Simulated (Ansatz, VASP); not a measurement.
**Two plane-wave programs on SnSe**

The input INCAR:

```
SYSTEM = SnSe
PREC = Accurate
ENCUT = 520
EDIFF = 1E-7
ISMEAR = -1
SIGMA = 0.05
LREAL = .FALSE.
LASPH = .TRUE.
NELM = 100
ALGO = Normal
ISIF = 2
LWAVE = .FALSE.
LCHARG = .FALSE.
NBANDS = 28
```

File KPOINTS:

```
regular mesh
0
G
  6 6 3
  0 0 0
```

The input POSCAR:

```
SnSe
1.0
    4.2853274191      0.0000000000      0.0000000000
    0.0000000000      4.2853274191      0.0000000000
    0.0000000000      0.0000000000     10.9906921300
Sn Se
2 2
Direct
    0.0000000000      0.5000000000      0.6277708900
    0.5000000000      0.0000000000      0.3722291100
    0.0000000000      0.5000000000      0.3839605100
    0.5000000000      0.0000000000      0.6160394900
```

Contents of input.yaml:

```yaml
crystal:
  lattice:
    - [4.2853274191, 0.0, 0.0]
    - [0.0, 4.2853274191, 0.0]
    - [0.0, 0.0, 10.99069213]
  atoms:
    - { symbol: Sn, position: [0.0, 0.5, 0.62777089] }
    - { symbol: Sn, position: [0.5, 0.0, 0.37222911] }
    - { symbol: Se, position: [0.0, 0.5, 0.38396051] }
    - { symbol: Se, position: [0.5, 0.0, 0.61603949] }
hamiltonian:
  xc: lda
  pseudopotentials: { kind: paw }
kpoints:
  mp_grid: { grid: [6, 6, 3] }
scf:
  occupations: { method: fermi_dirac, width: 0.05 }
output:
  forces: true
  stress: true
  eigenvalues: true
```

Alike in both runs: task single point; functional LDA; k mesh 6 × 6 × 3; occupations fermi-dirac, width 0.05 eV; no spin polarisation.

```csv
,VASP,Ansatz
version,VASP 6.6.1,Ansatz 0.2.0
potentials or method,"VASP PAW LDA potentials, release 64 (Sn_d, Se)",Ansatz PAW
plane-wave cutoff (eV),520,420
valence electrons in the cell,40,60
```

VASP gave:

* gap on the k mesh at the Fermi level (eV): 1.45
* least direct gap on the mesh (eV): 1.45
* rms of the force components (eV/Å): 0.090

Q: Estimate Ansatz's values.

A: gap on the k mesh at the Fermi level (eV): 1.47; least direct gap on the mesh (eV): 1.47; rms of the force components (eV/Å): 0.101.

Atom by atom the forces differ by 0.013 eV/Å (rms over components). The two sets of potentials don't hold the same shells in valence.

Caveats: spin-orbit coupling is left out, which moves the levels of the heavy elements; odd divisions of the mesh miss points on the zone boundary, where band edges often lie, so the gap on the mesh can be too wide (Ansatz); the PAW data sets come from PBE, with cores solved anew for the run's functional, which leaves a small shift of forces and pressure (Ansatz).
